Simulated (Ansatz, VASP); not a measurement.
One calculation of Pd, two programs

INCAR

```
SYSTEM = Pd
PREC = Accurate ; ENCUT = 600
EDIFF = 1E-7 ; ISMEAR = 0
SIGMA = 0.1 ; LREAL = .False.
LASPH = .True. ; NELM = 80
ALGO = Normal ; ISIF = 3
LWAVE = .False. ; LCHARG = .False.
GGA = PE ; IBRION = 2
NSW = 100 ; EDIFFG = -0.005
```

File KPOINTS:

```
regular mesh
0
Gamma
  18 18 18
  0 0 0
```

File POSCAR:

```
Pd
1.0
    0.0000000000      1.9465000000      1.9465000000
    1.9465000000      0.0000000000      1.9465000000
    1.9465000000      1.9465000000      0.0000000000
Pd
1
Direct
    0.0000000000      0.0000000000      0.0000000000
```

Input for Ansatz:

```yaml
crystal:
  lattice:
    - [0.0, 1.9465, 1.9465]
    - [1.9465, 0.0, 1.9465]
    - [1.9465, 1.9465, 0.0]
  atoms:
    - { symbol: Pd, position: [0.0, 0.0, 0.0] }
basis:
  ecutwfc: 420
kpoints:
  mp_grid: { grid: [18, 18, 18] }
hamiltonian:
  xc: pbe
scf:
  occupations: { method: gaussian, width: 0.1 }
output:
  forces: true
  stress: true
  eigenvalues: true
  write_density: true
  write_potential: true
  elf: true
  volumetric_format: npy
relax:
  adjacent_minimum: "off"
  f_tol: 0.005
  max_steps: 80
  cell: { stress_tol: 0.05 }
```

Alike in both runs: task relaxation of cell and atoms; functional PBE; k mesh 18 × 18 × 18; occupations gaussian, width 0.1 eV; no spin polarisation.

|  | VASP | Ansatz |
| --- | --- | --- |
| version | VASP 6.6.1 | Ansatz 0.2.0 |
| potentials or method | VASP PAW PBE potentials, release 64 (Pd) | scalar-relativistic, plane waves, PAW |
| plane-wave cutoff (eV) | 600 | 420 |
| valence electrons in the cell | 10 | 18 |

VASP gave:

| Property | Result |
| --- | --- |
| gap on the k mesh at the Fermi level, each at its own relaxed structure (eV) | none |
| relaxed volume (Å³/atom) | 15.28 |
| relaxed cell length with the largest relative difference (Å) | 2.785 |
| energy change over the relaxation (meV/atom) | -11 |

Q: Which values does Ansatz return?

A: gap on the k mesh at the Fermi level, each at its own relaxed structure (eV): none; relaxed volume (Å³/atom): 15.32; relaxed cell length with the largest relative difference (Å): 2.788; energy change over the relaxation (meV/atom): -12.

A gap of «none» marks a metal or a gap that the smearing closes. The two sets of potentials don't hold the same shells in valence.

PBE usually gives volumes a little too large and moduli too small. Zero-point motion and thermal expansion aren't in these numbers.
